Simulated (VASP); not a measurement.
# TePb: how numerical settings change the zone-centre modes, part 2 of 2

Aim: test the modes of TePb against the numerical settings. The starting structure is a measured crystal structure from the Crystallography Open Database.

VASP 6.6.1.

Results so far: reference T1u 35.0 cm⁻¹.

## (3) Modes with a 3×3×3 mesh

Level of this step: LDA; plane waves and PAW (Pb_d, Te) (VASP).

Against step 2 the input has a 3×3×3 mesh.

The input, INCAR:

```
SYSTEM = TePb
PREC = Accurate
ENCUT = 450
EDIFF = 1E-08
NELM = 100
ISMEAR = 0
SIGMA = 0.03
LREAL = .FALSE.
ALGO = Normal
GGA = CA
NBANDS = 16
LORBIT = 11
LWAVE = .FALSE.
LCHARG = .FALSE.
KPAR = 2
IBRION = 8
LEPSILON = .TRUE.
ISIF = 2
```

The input, POSCAR:

```
TePb
1.0
    0.0000000000      3.1930516729      3.1930516729
    3.1930516729      0.0000000000      3.1930516729
    3.1930516729      3.1930516729      0.0000000000
Pb Te
1 1
Direct
    0.0000000000      0.0000000000      0.0000000000
    0.5000000000      0.5000000000      0.5000000000
```

The input, KPOINTS:

```
Automatic mesh
0
Gamma
3 3 3
0 0 0
```

PAW data sets: Pb_d and Te (LDA family, release 64).

The run is started by

```
$ mpirun -np 2 vasp_std
```

The program printed:

```text
[... set-up lines as in an earlier step ...]
 entering main loop
       N       E                     dE             d eps       ncg     rms          rms(c)
DAV:   1     0.140856523469E+03    0.14086E+03   -0.83052E+03   128   0.109E+03
DAV:   2     0.360042866211E+00   -0.14050E+03   -0.13774E+03   136   0.303E+02
DAV:   3    -0.871431735998E+01   -0.90744E+01   -0.90550E+01   184   0.824E+01
DAV:   4    -0.893276797101E+01   -0.21845E+00   -0.21844E+00   136   0.146E+01
[...]
DAV:  13    -0.883009391709E+01    0.72797E-07   -0.16196E-07   192   0.332E-03    0.296E-03
DAV:  14    -0.883009389940E+01    0.17686E-07   -0.88558E-08   160   0.331E-03    0.184E-03
DAV:  15    -0.883009389895E+01    0.45247E-09   -0.42103E-09    72   0.625E-04
   1 F= -.88300939E+01 E0= -.88300939E+01  d E =-.195092E-12
 Linear response reoptimize wavefunctions to high precision
DAV:   1    -0.883009389872E+01    0.22396E-09   -0.13916E-09    72   0.364E-04
DAV:   2    -0.883009389874E+01   -0.15916E-10   -0.24022E-10    64   0.133E-04
 Linear response G [H, r] |phi>, progress :
  Direction:   1
[...]
RMM:  10    -0.337141471775E+00   -0.80815E-08   -0.27731E-09   361   0.169E-04    0.238E-05
 first order change of Fermi-energy   0.99605E-03
 force on displaced ion       1 direction 1 :   0.193   0.000   0.000
 Born effective charge ion    1 direction 1 :   5.394   0.000   0.000
 Linear response progress:
  Degree of freedom:   2/  2
       N       E                     dE             d eps       ncg     rms          rms(c)
RMM:   1    -0.496525974056E-01   -0.49653E-01    0.53377E-02   385   0.928E-01
RMM:   2    -0.492814300031E-01    0.37117E-03   -0.14681E-03   335   0.279E-01    0.488E-02
RMM:   3    -0.496548037108E-01   -0.37337E-03   -0.83117E-04   359   0.126E-01    0.387E-02
RMM:   4    -0.498394685643E-01   -0.18466E-03   -0.46628E-05   329   0.438E-02    0.171E-02
[...]
RMM:  10    -0.499142158859E-01   -0.11152E-07    0.65852E-09   353   0.968E-05    0.964E-05
RMM:  11    -0.499141410567E-01    0.74829E-07   -0.75995E-09   363   0.409E-05    0.673E-06
RMM:  12    -0.499141390770E-01    0.19797E-08    0.49852E-08   369   0.132E-05    0.393E-06
 first order change of Fermi-energy  -0.14279E-02
 force on displaced ion       2 direction 1 :   0.202   0.000   0.000
 Born effective charge ion    2 direction 1 :  -3.201   0.000   0.000
 Born effective charges drift removed
 Linear response finished
```

Elapsed: 20 s, on 2 MPI ranks of AMD EPYC 9R45, shared host; peak memory 0.32 GiB; 38 s of CPU time.

OUTCAR, selected parts (step 3):

```text
  Total       -0.0268860     -0.0268860     -0.0268860      0.0000000      0.0000000     -0.0000000
  in kB       -0.6615902     -0.6615902     -0.6615902      0.0000000      0.0000000     -0.0000000
  external PRESSURE =      -0.6615902 kB  Pullay stress =       0.0000000 kB

 POSITION                                       TOTAL-FORCE (eV/Angst)
 -----------------------------------------------------------------------------------
      0.00000      0.00000      0.00000         0.000000     -0.000000      0.000000
      3.19305      3.19305      3.19305        -0.000000      0.000000     -0.000000
 -----------------------------------------------------------------------------------
    total drift:                                0.000000     -0.000000     -0.000000

 MACROSCOPIC STATIC DIELECTRIC TENSOR (including local field effects in DFT)
 ------------------------------------------------------
          13.882417     0.000000     0.000000
           0.000000    13.882417     0.000000
           0.000000    -0.000000    13.882417
 ------------------------------------------------------

 MACROSCOPIC STATIC DIELECTRIC TENSOR IONIC CONTRIBUTION
 ------------------------------------------------------
           0.000000     0.000000     0.000000
           0.000000     0.000000     0.000000
           0.000000     0.000000     0.000000
 ------------------------------------------------------

[... 1 part as in an earlier step ...]

[... 1 further part left out ...]
```

With a 3×3×3 mesh the mode is T1u -26.1 cm⁻¹; T1u, real with the reference, turns imaginary. Imaginary, given as negative numbers: T1u.

## (4) Modes with a cutoff of 240 eV

Against step 2 the input has ENCUT = 240.

Edit INCAR of step 3 so:

```diff
@@ -2,3 +2,3 @@
 PREC = Accurate
-ENCUT = 450
+ENCUT = 240
 EDIFF = 1E-08
```

POSCAR is that of step 3.

The input, KPOINTS:

```
Automatic mesh
0
Gamma
6 6 6
0 0 0
```

The run is started by

```
$ mpirun -np 2 vasp_std
```

The program printed:

```text
[... set-up lines as in an earlier step ...]
 entering main loop
       N       E                     dE             d eps       ncg     rms          rms(c)
DAV:   1     0.106695288851E+03    0.10670E+03   -0.61724E+03   528   0.651E+02
DAV:   2    -0.350722205368E+01   -0.11020E+03   -0.10822E+03   584   0.233E+02
DAV:   3    -0.880283685638E+01   -0.52956E+01   -0.52873E+01   632   0.549E+01
DAV:   4    -0.888831872493E+01   -0.85482E-01   -0.85476E-01   720   0.856E+00
[...]
DAV:  13    -0.877216305474E+01    0.21472E-07   -0.26670E-08   672   0.186E-03    0.386E-03
DAV:  14    -0.877216302548E+01    0.29265E-07   -0.11884E-07   680   0.280E-03    0.167E-04
DAV:  15    -0.877216302553E+01   -0.48658E-10   -0.83179E-09   416   0.443E-04
   1 F= -.87721630E+01 E0= -.87721630E+01  d E =-.765914E-25
 Linear response reoptimize wavefunctions to high precision
DAV:   1    -0.877216302549E+01    0.37289E-10   -0.51201E-10   384   0.158E-04
 Linear response G [H, r] |phi>, progress :
  Direction:   1
       N       E                     dE             d eps       ncg     rms
[...]
RMM:  12    -0.332572389141E+00    0.48034E-08    0.50613E-09  1745   0.701E-05    0.308E-06
 first order change of Fermi-energy  -0.52660E-01
 force on displaced ion       1 direction 1 :  -0.309   0.000   0.000
 Born effective charge ion    1 direction 1 :   5.659   0.000   0.000
 Linear response progress:
  Degree of freedom:   2/  2
       N       E                     dE             d eps       ncg     rms          rms(c)
RMM:   1    -0.503288473514E-01   -0.50329E-01    0.45058E-02  1956   0.886E-01
RMM:   2    -0.490554327770E-01    0.12734E-02   -0.15427E-03  1692   0.269E-01    0.555E-02
RMM:   3    -0.493865576790E-01   -0.33112E-03   -0.52767E-04  1721   0.104E-01    0.404E-02
RMM:   4    -0.495842370115E-01   -0.19768E-03   -0.53815E-05  1700   0.430E-02    0.154E-02
[...]
RMM:  10    -0.496406970941E-01    0.71837E-07   -0.17310E-09  1778   0.731E-05    0.219E-05
RMM:  11    -0.496407364104E-01   -0.39316E-07   -0.80598E-09  1679   0.339E-05    0.109E-05
RMM:  12    -0.496407422405E-01   -0.58301E-08    0.20399E-08  1591   0.185E-05    0.295E-06
 first order change of Fermi-energy   0.45208E-01
 force on displaced ion       2 direction 1 :  -0.352   0.000   0.000
 Born effective charge ion    2 direction 1 :  -5.705   0.000   0.000
 Born effective charges drift removed
 Linear response finished
```

It took 34 s on 2 MPI ranks; peak memory 0.25 GiB; 65 s of CPU time.

Parts of OUTCAR (step 4):

```text
  Total       -0.1596601     -0.1596601     -0.1596601     -0.0000000     -0.0000000      0.0000000
  in kB       -3.9287919     -3.9287919     -3.9287919     -0.0000000     -0.0000000      0.0000000
  external PRESSURE =      -3.9287919 kB  Pullay stress =       0.0000000 kB

 POSITION                                       TOTAL-FORCE (eV/Angst)
 -----------------------------------------------------------------------------------
      0.00000      0.00000      0.00000        -0.000000      0.000000      0.000000
      3.19305      3.19305      3.19305         0.000000     -0.000000     -0.000000
 -----------------------------------------------------------------------------------
    total drift:                                0.000000     -0.000000     -0.000000

 MACROSCOPIC STATIC DIELECTRIC TENSOR (including local field effects in DFT)
 ------------------------------------------------------
          37.342480    -0.000000    -0.000000
           0.000000    37.342480     0.000000
          -0.000000     0.000000    37.342480
 ------------------------------------------------------

 MACROSCOPIC STATIC DIELECTRIC TENSOR IONIC CONTRIBUTION
 ------------------------------------------------------
         270.717286     0.000000     0.000000
           0.000000   270.717286     0.000000
           0.000000     0.000000   270.717286
 ------------------------------------------------------

[... 1 part as in an earlier step ...]

[... 1 further part left out ...]
```

With a cutoff of 240 eV the mode is T1u 34.0 cm⁻¹, -1.0 cm⁻¹ from the reference.

## (5) Modes with an 8×8×8 mesh

Against step 2 the input has an 8×8×8 mesh.

Edit INCAR of step 4 so:

```diff
@@ -2,3 +2,3 @@
 PREC = Accurate
-ENCUT = 240
+ENCUT = 450
 EDIFF = 1E-08
```

POSCAR is that of step 4.

The input, KPOINTS:

```
Automatic mesh
0
Gamma
8 8 8
0 0 0
```

The run is started by

```
$ mpirun -np 2 vasp_std
```

The program printed:

```text
[... set-up lines as in an earlier step ...]
 entering main loop
       N       E                     dE             d eps       ncg     rms          rms(c)
DAV:   1     0.142809871171E+03    0.14281E+03   -0.85416E+03   936   0.109E+03
DAV:   2     0.413382088328E+00   -0.14240E+03   -0.13875E+03   984   0.295E+02
DAV:   3    -0.866288679456E+01   -0.90763E+01   -0.90025E+01  1224   0.806E+01
DAV:   4    -0.888567807975E+01   -0.22279E+00   -0.22276E+00  1192   0.150E+01
[...]
DAV:  12    -0.877508725828E+01   -0.50296E-07   -0.67981E-07  1224   0.922E-03    0.553E-03
DAV:  13    -0.877508723713E+01    0.21157E-07   -0.32061E-08  1168   0.153E-03    0.257E-03
DAV:  14    -0.877508722740E+01    0.97300E-08   -0.53266E-08  1208   0.218E-03
   1 F= -.87750872E+01 E0= -.87750872E+01  d E =-.142851E-15
 Linear response reoptimize wavefunctions to high precision
DAV:   1    -0.877508722778E+01   -0.37903E-09   -0.40097E-09  1048   0.338E-04
DAV:   2    -0.877508722777E+01    0.45475E-11   -0.78552E-11   672   0.705E-05
 Linear response G [H, r] |phi>, progress :
  Direction:   1
[...]
RMM:   9    -0.336943719893E+00    0.56459E-09   -0.99546E-09  3443   0.511E-04    0.389E-05
 first order change of Fermi-energy   0.11416E-01
 force on displaced ion       1 direction 1 :  -0.563   0.000   0.000
 Born effective charge ion    1 direction 1 :   5.872   0.000   0.000
 Linear response progress:
  Degree of freedom:   2/  2
       N       E                     dE             d eps       ncg     rms          rms(c)
RMM:   1    -0.508915596514E-01   -0.50892E-01    0.41753E-02  3933   0.927E-01
RMM:   2    -0.491483632398E-01    0.17432E-02   -0.93817E-04  3351   0.312E-01    0.547E-02
RMM:   3    -0.495925353936E-01   -0.44417E-03   -0.83502E-04  3607   0.140E-01    0.516E-02
RMM:   4    -0.497373287884E-01   -0.14479E-03   -0.43136E-05  3400   0.433E-02    0.262E-02
[...]
RMM:  12    -0.498612280880E-01   -0.16378E-07    0.44669E-09  3724   0.223E-05    0.710E-06
RMM:  13    -0.498612451733E-01   -0.17085E-07    0.17756E-09  3343   0.975E-06    0.326E-06
RMM:  14    -0.498612434677E-01    0.17056E-08    0.27359E-09  2143   0.516E-06    0.268E-07
 first order change of Fermi-energy  -0.11380E-01
 force on displaced ion       2 direction 1 :  -0.552   0.000   0.000
 Born effective charge ion    2 direction 1 :  -5.944   0.000   0.000
 Born effective charges drift removed
 Linear response finished
```

Wall time 2.1 min (2 MPI ranks); peak memory 0.52 GiB.

OUTCAR, selected parts (step 5):

```text
  Total       -0.0052469     -0.0052469     -0.0052469      0.0000000      0.0000000      0.0000000
  in kB       -0.1291129     -0.1291129     -0.1291129      0.0000000      0.0000000      0.0000000
  external PRESSURE =      -0.1291129 kB  Pullay stress =       0.0000000 kB

 POSITION                                       TOTAL-FORCE (eV/Angst)
 -----------------------------------------------------------------------------------
      0.00000      0.00000      0.00000         0.000000     -0.000000     -0.000000
      3.19305      3.19305      3.19305        -0.000000      0.000000      0.000000
 -----------------------------------------------------------------------------------
    total drift:                                0.000000     -0.000000     -0.000000

 MACROSCOPIC STATIC DIELECTRIC TENSOR (including local field effects in DFT)
 ------------------------------------------------------
          35.227035     0.000000    -0.000000
           0.000000    35.227035     0.000000
           0.000000     0.000000    35.227035
 ------------------------------------------------------

 MACROSCOPIC STATIC DIELECTRIC TENSOR IONIC CONTRIBUTION
 ------------------------------------------------------
         173.920220     0.000000     0.000000
           0.000000   173.920220     0.000000
           0.000000     0.000000   173.920220
 ------------------------------------------------------

[... 1 part as in an earlier step ...]

[... 1 further part left out ...]
```

With an 8×8×8 mesh the mode is T1u 43.8 cm⁻¹, +8.8 cm⁻¹ from the reference.

## (6) Modes with finite displacements

Against step 2 the input has IBRION = 6, NFREE = 2, POTIM = 0.015 and no LEPSILON (also changed: NSW).

Edit INCAR of step 5 so:

```diff
@@ -15,4 +15,6 @@
 KPAR = 2
-IBRION = 8
-LEPSILON = .TRUE.
+IBRION = 6
+NFREE = 2
+POTIM = 0.015
+NSW = 1
 ISIF = 2
```

POSCAR is that of step 5.

The input, KPOINTS:

```
Automatic mesh
0
Gamma
6 6 6
0 0 0
```

The run is started by

```
$ mpirun -np 2 vasp_std
```

The program printed:

```text
[... set-up lines as in an earlier step ...]
 entering main loop
       N       E                     dE             d eps       ncg     rms          rms(c)
[... 15 cycles as in an earlier step ...]
   1 F= -.87760288E+01 E0= -.87760288E+01  d E =-.623608E-22
[...]
2 F= -.87759888E+01 E0= -.87759888E+01  d E =-.148487E-21
[...]
3 F= -.87759888E+01 E0= -.87759888E+01  d E =-.166893E-21
[...]
4 F= -.87759887E+01 E0= -.87759887E+01  d E =-.167801E-21
[...]
5 F= -.87759887E+01 E0= -.87759887E+01  d E =-.164022E-21
 Finite differences progress:
  Degree of freedom:   2/  2
  Displacement:        2/  2
  Total:               4/  4
```

Run time: 19 s. Hardware: 2 MPI ranks; peak memory 0.31 GiB.

From OUTCAR (step 6):

```text
  Total        0.0038931      0.0000764      0.0000764      0.0000000      0.0000000      0.0000000
  in kB        0.0957995      0.0018810      0.0018810      0.0000000      0.0000000      0.0000000
  external PRESSURE =       0.0331872 kB  Pullay stress =       0.0000000 kB

 POSITION                                       TOTAL-FORCE (eV/Angst)
 -----------------------------------------------------------------------------------
      0.00000      0.00000      0.00000        -0.005395      0.000000      0.000000
      3.17805      3.19305      3.19305         0.005395      0.000000      0.000000
 -----------------------------------------------------------------------------------
    total drift:                               -0.000005      0.000000      0.000000

  FREE ENERGIE OF THE ION-ELECTRON SYSTEM (eV)
  ---------------------------------------------------
  free  energy   TOTEN  =        -8.7759887411 eV

  energy  without entropy=       -8.7759887411  energy(sigma->0) =       -8.77598874

[... 2 parts as in an earlier step ...]

[... 1 further part left out ...]
[key lines of the parts left out:]
E-fermi :   6.0865
```

The last energy, forces and stress in OUTCAR belong to the last displaced cell, not to that of POSCAR.

With finite displacements the mode is T1u 34.9 cm⁻¹, -0.1 cm⁻¹ from the reference.

## (7) Comparison

```csv
run,T1u,"imaginary modes, each partner counted",method,core minutes
reference,35.0,0,perturbation theory,2.37
a 3×3×3 mesh,-26.1,3,perturbation theory,0.653
a cutoff of 240 eV,34.0,0,perturbation theory,1.13
an 8×8×8 mesh,43.8,0,perturbation theory,4.17
finite displacements,34.9,0,finite displacements,0.62
```

Modes are in cm⁻¹, degenerate ones as one, matched between runs by symmetry and order. A number in brackets counts the listed modes of one symmetry from the lowest. The symmetry labels come from an automatic analysis and can be wrong where levels nearly coincide. Core minutes are wall time times ranks of the run shown, on a shared host.

## (8) Summary of results

* T1u, reference: 35.0 cm⁻¹
* T1u, a 3×3×3 mesh: -26.1 cm⁻¹
* T1u, a cutoff of 240 eV: 34.0 cm⁻¹
* T1u, an 8×8×8 mesh: 43.8 cm⁻¹
* T1u, finite displacements: 34.9 cm⁻¹

**Reading.** The largest change comes with a 3×3×3 mesh: T1u turns imaginary. On finer settings the modes change by up to +8.8 cm⁻¹ in T1u with an 8×8×8 mesh. So the reference isn't converged for T1u. Imaginary modes appear with a 3×3×3 mesh but not with reference, a cutoff of 240 eV, an 8×8×8 mesh and finite displacements, so they hang on the settings and say nothing certain on the cell. Other changes move the modes by more: T1u turns imaginary with a 3×3×3 mesh. The dielectric constants and Born charges in the logs aren't compared here; at a small gap they can be far off, and in a run without a gap they mean nothing. The frequencies are harmonic, and the splitting of polar modes by their long-range field is left out. Further runs on this material are not shown.

[Lines on the potential files, build, host, timing and source positions are cut from VASP's logs without a mark.]

[Logs are printed without paths, hosts, clocks, repeated set-up lines and the standing remarks that a program may print on its own settings, such as how far it seeks lower states.]

[Hosts, paths, dates, database ids (printed as entryN), source tags and the programs' standing remarks are cut or masked in the printed files.]
